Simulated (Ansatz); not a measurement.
Working through a report of symmetry and cells of KNbO3, space group P4mm

With Ansatz 0.2.0 through its Python package.

Notebook, run cell by cell (the value of a cell's last expression is shown):

```python
import ansatz as az
import numpy as np
```

```python
knbo3 = (
    az.Lattice.from_parameters(3.996, 3.996, 4.063, alpha=90, beta=90, gamma=90)
    .space_group(99, hermann_mauguin="P4mm")
    .atom("K", (0.0, 0.0, 0.018))
    .atom("Nb", (0.5, 0.5, 0.5))
    .atom("O", (0.5, 0.5, 0.044))
    .atom("O", (0.5, 0.0, 0.54))
)
```

```python
knbo3.resolved().sites[-1]
```

    Site(symbol='O', position=(0.0, 0.5, 0.54), moment=None, axis=None, held=None, saved=None)

```python
read = knbo3.crystallographic_orbits()
print("group", read["space_group"], read["hermann_mauguin"], "conventional content", read["formula"])
print("orbits:", [orbit["symbol"] + " " + str(orbit["wyckoff"]) for orbit in read["orbits"]])
for pair in read["least_distances"]:
    print(f"  shortest {pair['first']}-{pair['second']}: {pair['distance_ang']:.3f} A")
print("atoms in the primitive and conventional cells:", len(knbo3.primitive().resolved().sites), len(knbo3.conventional().resolved().sites))
built = knbo3.resolved()
vectors = np.array(built.lattice.vectors)
print("cell vectors (A)")
print(vectors.round(4) + 0.0)
for index, site in enumerate(built.sites):
    print(index, site.symbol, np.round(site.position, 4) + 0.0)
```

    group 99 P4mm conventional content K1Nb1O3
    orbits: ['K 1a', 'Nb 1b', 'O 1b', 'O 2c']
      shortest K-K: 3.996 A
      shortest K-Nb: 3.438 A
      shortest K-O: 2.786 A
      shortest Nb-Nb: 3.996 A
      shortest Nb-O: 1.853 A
      shortest O-O: 2.826 A
    atoms in the primitive and conventional cells: 5 5
    cell vectors (A)
    [[3.996 0.    0.   ]
     [0.    3.996 0.   ]
     [0.    0.    4.063]]
    0 K [0.    0.    0.018]
    1 Nb [0.5 0.5 0.5]
    2 O [0.5   0.5   0.044]
    3 O [0.5  0.   0.54]
    4 O [0.   0.5  0.54]
